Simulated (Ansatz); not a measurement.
**Bi2Se3 (R-3m), random displacements**

The calculation used DFT PBE, scalar-relativistic, plane waves, PAW in Ansatz 0.2.0. Settings: plane waves to 420 eV, k-mesh 12×12×12 (Γ-centred), Gaussian smearing 0.03 eV. Spin–orbit coupling is left out, which matters for the heavy elements here. No spin polarisation. Energies are free energies at this smearing, counted from the undisturbed cell; pressure is positive in compression.

The starting cell (as given, not relaxed at this level):

```
Bi Se
1.0
     2.07150    1.19598    9.54533
    -2.07150    1.19598    9.54533
     0.00000   -2.39196    9.54533
Bi Se
2 3
Cartesian
  0.0000 0.0000 11.4773
  0.0000 0.0000 17.1587
  0.0000 0.0000 0.0000
  0.0000 0.0000 6.0622
  0.0000 0.0000 22.5738
```

The atoms are displaced (Å, in the unstrained cell):

```tsv
atom	ux	uy	uz
Bi1	0.037	0.027	-0.039
Bi2	-0.036	0.021	-0.013
Se3	-0.009	-0.031	0.003
Se4	-0.012	-0.008	0.040
Se5	0.020	-0.009	0.008
```

Strain (Voigt, engineering shear): (-0.0261, 0.0047, 0.0400, 0.0294, -0.0286, -0.0427).

(1) What are the energy change, the stress and the forces?

## Answers

(1) ΔE = 18.8 meV/atom; stress (xx, yy, zz, yz, xz, xy; compression positive) (4.34, 0.72, 0.65, -2.33, 0.35, 0.81) GPa; gap on the mesh 0.38 eV.
| atom | Fx (eV/Å) | Fy | Fz |
| --- | --- | --- | --- |
| Bi1 | -0.12 | 0.04 | 0.29 |
| Bi2 | 0.12 | -0.24 | 0.47 |
| Se3 | 0.06 | 0.07 | -0.12 |
| Se4 | -0.13 | 0.39 | -0.28 |
| Se5 | 0.07 | -0.26 | -0.36 |

Cost: 1 run of about 2.7 core-minutes, on AMD EPYC 9R45 (Zen 5) (shared hosts).